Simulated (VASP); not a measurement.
# Nb in VASP: relaxation of the atoms with PBE

Aim: the relaxation of the atoms of Nb with PBE.

Program: VASP 6.6.1. These are calculated values, not measurements. Logs are shortened: lines on timing, memory, paths and dates and some standing lists are left out, and cuts for length are marked.

### Step 1. The structure

The cell holds a slab with vacuum, 4 atoms: a = 2.866 Å, b = 2.866 Å, c = 28.280 Å, α = 90.00°, β = 90.00°, γ = 109.47°.

The cell was built by a generator and needn't be a form met in nature.

### Step 2. Relaxation of the atoms, PBE

The input, INCAR:

```
SYSTEM = Nb
ALGO = Fast ; DIPOL = 0.5 0.5 0.500
EDIFF = 1E-6 ; EDIFFG = -0.02
ENCUT = 520 ; GGA = PE
IBRION = 2 ; IDIPOL = 3
ISIF = 2 ; ISMEAR = 1
LASPH = .True. ; LCHARG = .False.
LDIPOL = .True. ; LREAL = .False.
LWAVE = .False. ; NELM = 120
NSW = 90 ; PREC = Accurate
SIGMA = 0.1
```

The input, KPOINTS:

```
k-points
0
Gamma
  12 12 1
  0 0 0
```

The input, POSCAR:

```
Nb
1.0
    2.8655568500      0.0000000000      0.0000000000
   -0.9551856200      2.7016728600      0.0000000000
    0.0000000000      0.0000000000     28.2800156200
Nb
4
Selective dynamics
Direct
    0.0000000000      0.0000000000      0.3758993900  F F F
    0.5000000000      0.5000000000      0.4586319400  T T T
    0.0000000000      0.0000000000      0.5413680600  T T T
    0.5000000000      0.5000000000      0.6241006100  T T T
```

Potentials or basis: VASP PAW PBE potentials, release 64 (Nb_sv).

Command:

```console
$ cat potpaw_PBE.64/Nb_sv/POTCAR > POTCAR
$ mpirun -np 1 vasp_std > vasp.out
```

OUTCAR:

```text
SYSTEM = Nb
   EDIFF = 1E-6
   EDIFFG = -0.02
   ENCUT = 520
   GGA = PE
   IBRION = 2
   ISIF = 2
   ISMEAR = 1
   LASPH = .True.
   LREAL = .False.
   NELM = 120
   NSW = 90
   PREC = Accurate

 ion  position               nearest neighbor table
   1  0.000  0.000  0.376-   2 2.87   2 2.87
   2  0.500  0.500  0.459-   1 2.87   1 2.87   3 2.87   3 2.87
   3  0.000  0.000  0.541-   4 2.87   4 2.87   2 2.87   2 2.87
   4  0.500  0.500  0.624-   3 2.87   3 2.87

  LATTYP: Found a base centered orthorhombic cell.
 ALAT       =     3.3088599969
 B/A-ratio  =     1.4142135723
 C/A-ratio  =     8.5467549690

  Lattice vectors:

 A1 = (   2.8655568500,   0.0000000000,   0.0000000000)
 A2 = (  -0.9551856200,   2.7016728600,   0.0000000000)
 A3 = (   0.0000000000,   0.0000000000,  28.2800156200)

Analysis of symmetry for initial positions (statically):
=====================================================================
 Subroutine PRICEL returns:
 Original cell was already a primitive cell.

 Routine SETGRP: Setting up the symmetry group for a
 base centered orthorhombic supercell.

 Subroutine GETGRP returns: Found  8 space group operations
 (whereof  4 operations were pure point group operations)
 out of a pool of  8 trial point group operations.

The static configuration has the point symmetry C_2v.
 The point group associated with its full space group is D_2h.

Analysis of symmetry for dynamics (positions and initial velocities):
=====================================================================
 Subroutine PRICEL returns:
 Original cell was already a primitive cell.

 Routine SETGRP: Setting up the symmetry group for a
 base centered orthorhombic supercell.

 Subroutine GETGRP returns: Found  8 space group operations
 (whereof  4 operations were pure point group operations)
 out of a pool of  8 trial point group operations.

The dynamic configuration has the point symmetry C_2v.
 The point group associated with its full space group is D_2h.

Analysis of constrained symmetry for selective dynamics:
=====================================================================
 Subroutine PRICEL returns:
 Original cell was already a primitive cell.

 Routine SETGRP: Setting up the symmetry group for a
 base centered orthorhombic supercell.
[... 166 lines left out ...]
  Direction    XX          YY          ZZ          XY          YZ          ZX
  --------------------------------------------------------------------------------------
  -------------------------------------------------------------------------------------
  Total       -4.7012999     -4.1810765     -2.1073402      0.7357068      0.0000000      0.0000000
  in kB      -34.4038544    -30.5968881    -15.4214002      5.3838619      0.0000000      0.0000000
  external PRESSURE =     -26.8073809 kB  Pullay stress =       0.0000000 kB
[... 65 lines left out ...]
 number of electron      51.9999999 magnetization

------------------------ aborting loop because EDIFF is reached ----------------------------------------

 vacuum level on the upper side and lower side of the slab       (xc-potential included)        -0.027         0.013

  FORCE on cell =-STRESS in cart. coord.  units (eV):
  Direction    XX          YY          ZZ          XY          YZ          ZX
  --------------------------------------------------------------------------------------
  -------------------------------------------------------------------------------------
  Total       -3.9342107     -3.3527505     -1.6327567      0.8223087      0.0000000      0.0000000
  in kB      -28.7903378    -24.5352441    -11.9484236      6.0176099      0.0000000      0.0000000
  external PRESSURE =     -21.7580018 kB  Pullay stress =       0.0000000 kB
[... 19 lines left out ...]
  FREE ENERGIE OF THE ION-ELECTRON SYSTEM (eV)
  ---------------------------------------------------
  free  energy   TOTEN  =       -38.8554828878 eV

  energy  without entropy=      -38.8565561160  energy(sigma->0) =      -38.85584063

[... ionic steps 4 to 10 ...]

--------------------------------------- Ionic step       11  -------------------------------------------

 number of electron      51.9999997 magnetization

------------------------ aborting loop because EDIFF is reached ----------------------------------------
[... 65 lines left out ...]
  FREE ENERGIE OF THE ION-ELECTRON SYSTEM (eV)
  ---------------------------------------------------
  free  energy   TOTEN  =       -38.8817911812 eV

  energy  without entropy=      -38.8847167810  energy(sigma->0) =      -38.88276638

 dipolmoment           0.000000      0.000000     -0.001161 electrons x Angstroem

--------------------------------------- Ionic step       13  -------------------------------------------

 number of electron      51.9999997 magnetization

 dipolmoment           0.000000      0.000000      0.000039 electrons x Angstroem

 Free energy of the ion-electron system (eV)
  ---------------------------------------------------
  ext. energy  EPLUGINS =         0.00000000
  ---------------------------------------------------
  free energy    TOTEN  =       -38.88230510 eV

  energy without entropy =      -38.88510125  energy(sigma->0) =      -38.88323715

 E-fermi :   0.8107     XC(G=0):  -4.8392

 val. band max:        0.7987978575   @ k =   0.1667  -0.0000   0.0000
 cond. band min:       0.8491782893   @ k =   0.0833   0.0833   0.0000
 fundamental gap:      0.0503804318
 Fermi energy:         0.8106564918

 k-point     1 :       0.0000    0.0000    0.0000
  band No.  band energies     occupation
      1     -53.7857      2.00000
      2     -53.7783      2.00000
      3     -53.4951      2.00000
      4     -53.3893      2.00000
      5     -30.3107      2.00000
      6     -30.1055      2.00000
[... 805 lines left out ...]
     30       2.7101     -0.00000
     31       3.2188      0.00000

 [... further k-points ...]

------------------------ aborting loop because EDIFF is reached ----------------------------------------

 vacuum level on the upper side and lower side of the slab       (xc-potential included)        -0.008        -0.008

  FORCE on cell =-STRESS in cart. coord.  units (eV):
  Direction    XX          YY          ZZ          XY          YZ          ZX
  --------------------------------------------------------------------------------------
  -------------------------------------------------------------------------------------
  Total       -2.6899770     -2.2238857     -0.0412829      0.6591525      0.0000000      0.0000000
  in kB      -19.6851040    -16.2742736     -0.3021061      4.8236418      0.0000000      0.0000000
  external PRESSURE =     -12.0871613 kB  Pullay stress =       0.0000000 kB
[... 19 lines left out ...]
  FREE ENERGIE OF THE ION-ELECTRON SYSTEM (eV)
  ---------------------------------------------------
  free  energy   TOTEN  =       -38.8823051004 eV

  energy  without entropy=      -38.8851012491  energy(sigma->0) =      -38.88323715

 reached required accuracy - stopping structural energy minimisation

 vacuum level on the upper side and lower side of the slab         5.294         5.293
```

OSZICAR:

```text
N       E                     dE             d eps       ncg     rms          rms(c)
DAV:   1     0.565229347578E+03    0.56523E+03   -0.29631E+04  3570   0.151E+03
DAV:   2     0.131395654601E+02   -0.55209E+03   -0.54165E+03  3520   0.581E+02
DAV:   3    -0.370731863814E+02   -0.50213E+02   -0.49164E+02  4281   0.114E+02
[... 297 lines left out ...]
RMM:   9    -0.388822997107E+02   -0.31808E-05   -0.36248E-05  3315   0.252E-02    0.160E-03
RMM:  10    -0.388823019718E+02   -0.22611E-05   -0.23513E-05  3111   0.205E-02    0.121E-03
RMM:  11    -0.388823034523E+02   -0.14805E-05   -0.15296E-05  2961   0.168E-02    0.720E-04
RMM:  12    -0.388823044778E+02   -0.10255E-05   -0.10339E-05  2786   0.144E-02    0.684E-04
RMM:  13    -0.388823051004E+02   -0.62254E-06   -0.62642E-06  2496   0.118E-02
  13 F= -.38882305E+02 E0= -.38883237E+02  d E =-.111948E-03
```

CONTCAR:

```text
Nb
   1.00000000000000
     2.8655568499999999    0.0000000000000000    0.0000000000000000
    -0.9551856200000000    2.7016728600000000    0.0000000000000000
     0.0000000000000000    0.0000000000000000   28.2800156200000004
  Nb
     4
Selective dynamics
Direct
     0.0000000000000000    0.0000000000000000    0.3758993900000007   F   F   F
     0.5000000000000000    0.5000000000000000    0.4545864421368312   T   T   T
     0.0000000000000000    0.0000000000000000    0.5379618451563822   T   T   T
     0.5000000000000000    0.5000000000000000    0.6166982038576452   T   T   T

  0.00000000E+00  0.00000000E+00  0.00000000E+00
  0.00000000E+00  0.00000000E+00  0.00000000E+00
  0.00000000E+00  0.00000000E+00  0.00000000E+00
  0.00000000E+00  0.00000000E+00  0.00000000E+00
```

Wall time 2.2 h (1 thread of Intel Xeon Platinum 8175M at 2.50GHz (Skylake/Cascade Lake), shared host); peak memory 0.5 GiB.

Results:

| Property | Result |
| --- | --- |
| Free energy | -38.8823 eV |
| Energy gained by relaxing | 12.3 meV/atom |
| Ionic steps | 13 |
| Band gap on the k mesh | none (metal or under the smearing width) |

Step by step:
| step | energy change (eV) | largest force (eV/Å) | pressure (GPa) |
| --- | --- | --- | --- |
| 1 | 0.0000 | 0.4048 | -2.68 |
| 2 | -0.0168 | 0.3697 | -2.53 |
| 3 | -0.0225 | 0.3603 | -2.18 |
| 4 | -0.0252 | 0.3302 | -2.33 |
| 5 | -0.0252 | 0.3282 | -2.32 |
| 6 | -0.0278 | 0.3113 | -2.25 |
| 7 | -0.0349 | 0.2578 | -2.06 |
| 8 | -0.0449 | 0.1417 | -1.67 |
| 9 | -0.0467 | 0.1371 | -0.84 |
| 10 | -0.0493 | 0.0389 | -1.21 |
| 11 | -0.0493 | 0.0382 | -1.19 |
| 12 | -0.0489 | 0.0851 | -1.24 |
| 13 | -0.0494 | 0.0063 | -1.21 |

Final structure:
```xyz
4
Lattice="2.8656 0.0000 0.0000 -0.9552 2.7017 0.0000 0.0000 0.0000 28.2800" Properties=species:S:1:pos:R:3 pbc="T T T"
Nb    0.0000    0.0000   10.6304
Nb    0.9552    1.3508   12.8557
Nb    0.0000    0.0000   15.2136
Nb    0.9552    1.3508   17.4402
```
